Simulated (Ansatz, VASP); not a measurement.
**One calculation of MgO, two programs**

INCAR

```
SYSTEM = MgO
  PREC = Accurate
  ENCUT = 520
  EDIFF = 1E-6
  ISMEAR = -1
  SIGMA = 0.02
  LREAL = .FALSE.
  LASPH = .TRUE.
  NELM = 80
  ALGO = Normal
  ISIF = 2
  LWAVE = .FALSE.
  LCHARG = .FALSE.
  GGA = PE
  NBANDS = 11
```

KPOINTS

```
regular mesh
0
G
  10 10 10
  0 0 0
```

File POSCAR:

```
MgO
1.0
   -0.0525541854      2.1021674158      2.1021674158
    2.1021674158     -0.0525541854      2.1021674158
    2.0496132304      2.0496132304      0.0000000000
Mg O
1 1
Direct
    0.0000000000      0.0000000000      0.0000000000
    0.5000000000      0.5000000000      0.5000000000
```

Input for Ansatz:

```yaml
crystal:
  lattice:
    - [-0.0525541854, 2.1021674158, 2.1021674158]
    - [2.1021674158, -0.0525541854, 2.1021674158]
    - [2.0496132304, 2.0496132304, 0.0]
  atoms:
    - { symbol: Mg, position: [0.0, 0.0, 0.0] }
    - { symbol: O, position: [0.5, 0.5, 0.5] }
kpoints:
  mp_grid: { grid: [10, 10, 10] }
  band_path:
    path:
      - [0.0, 0.0, 0.0]
      - [0.5, 0.0, 0.5]
      - [0.625, 0.25, 0.625]
      - [0.375, 0.375, 0.75]
      - [0.5, 0.5, 0.5]
      - [0.5, 0.25, 0.75]
    npoints: 1
hamiltonian:
  xc: pbe
scf:
  occupations: { method: fermi_dirac, width: 0.02 }
  n_extra_bands: 4
output:
  forces: true
  stress: true
  eigenvalues: true
```

Change from the starting cell: shear_xy strain -5.0%.

Alike in both runs: task single point; functional PBE; k mesh 10 × 10 × 10; occupations fermi-dirac, width 0.02 eV; no spin polarisation.

```csv
,VASP,Ansatz
version,VASP 6.6.1,Ansatz 0.2.0
potentials or method,"VASP PAW PBE potentials, release 64 (Mg, O)","plane waves, PAW"
plane-wave cutoff (eV),520,420
valence electrons in the cell,8,16
```

```csv
,VASP,Ansatz,Ansatz less VASP
gap on the k mesh at the Fermi level (eV),4.56,4.58,+0.018
pressure (GPa),5.0,5.7,+0.73
largest component of the traceless stress (GPa),7.43,7.38,-0.055
```

The functional is the same, so the differences come from potentials, cutoffs and numerics. The two sets of potentials don't hold the same shells in valence.
